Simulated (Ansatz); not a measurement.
**C (P6_3/mmc), ideal shear of a crystal plane**

The calculation used Ansatz, DFT PBE, scalar-relativistic, plane waves, PAW. Cutoff 420 eV, Γ-centred 10×10×2 k-points, Gaussian smearing of 0.05 eV. No spin polarisation. Energies are free energies at this smearing, counted from the undisturbed cell; pressure is positive in compression.

Reference structure (relaxed at this level):

```xyz
12
Lattice="-2.5116 0.0000 0.0000 -1.2558 -2.1751 0.0000 0.0000 0.0000 12.5411" Properties=species:S:1:pos:R:3 pbc="T T T"
C    -1.2558   -0.7250   11.7580
C    -1.2558   -0.7250    3.3973
C    -1.2558   -0.7250    7.5777
C    -2.5116   -1.4501    1.3071
C    -2.5116   -1.4501    5.4875
C    -2.5116   -1.4501    9.6678
C    -1.2558   -0.7250    0.7826
C    -1.2558   -0.7250    4.9630
C    -1.2558   -0.7250    9.1434
C    -2.5116   -1.4501    2.8728
C    -2.5116   -1.4501    7.0532
C    -2.5116   -1.4501   11.2335
```

The cut lies on the cell's a–b face, a (0 0 1) plane (indices in the standard cell, whose axes needn't be the Cartesian ones shown) of area 5.46 Å², between layers 1.57 Å apart. Vector c is tilted by f times 1·a + 1·b (length 4.350 Å) with the atoms' Cartesian places fixed: one unrelaxed fault a cell. The traction is dγ/du, the slope of γ against the slip u in Å. Some rows repeat others by symmetry and weren't run.

```csv
f,γ (mJ/m²),traction (GPa)
0.0000,0,0.0
0.0833,1431,78.7
0.1667,5539,142.1
0.2500,10980,139.7
0.3333,13469,-0.1
0.4167,12729,-25.0
0.5000,12254,0.0
0.5833,12729,25.0
0.6667,13469,0.1
0.7500,10980,-139.7
0.8333,5539,-142.1
0.9167,1431,-78.7
```

Question: Read off the first barrier and the stress needed to climb it, and compare with Frenkel's sinusoid.

Answer: The first sampled maximum lies at f = 0.333, a slip of 1.45 Å, with γ ≈ 13469 mJ/m², which stands in for the unstable fault energy γ_us, and the steepest sampled slope before it is 142.1 GPa. A sinusoid γ = γ_us sin²(πu/λ) with its maximum there has λ = 2.90 Å and a largest slope πγ_us/λ = 145.9 GPa (1 mJ/m² per Å = 0.01 GPa). The stand-in is too high: a rotation axis of order three or more passes through this point, so the curvature is the same in every direction of the plane and the point is a peak of the γ-surface, which slip goes round.

Question: Is there a metastable fault on this line?

Answer: The samples dip to a local minimum of 12254 mJ/m² at f = 0.500. It lies off the rotation axes, between two maxima that lie on them, so it is most likely the pass between two peaks of the γ-surface: a saddle for slip across the line, a better estimate of γ_us, and no metastable fault.

The cut is rigid; relaxing the faces lowers these energies and usually the stresses.

The gap closes along the scan, which can put kinks into the curve.

Cost: 7 runs of about 1.2 core-minutes in all, on Arm Neoverse V2 (shared hosts).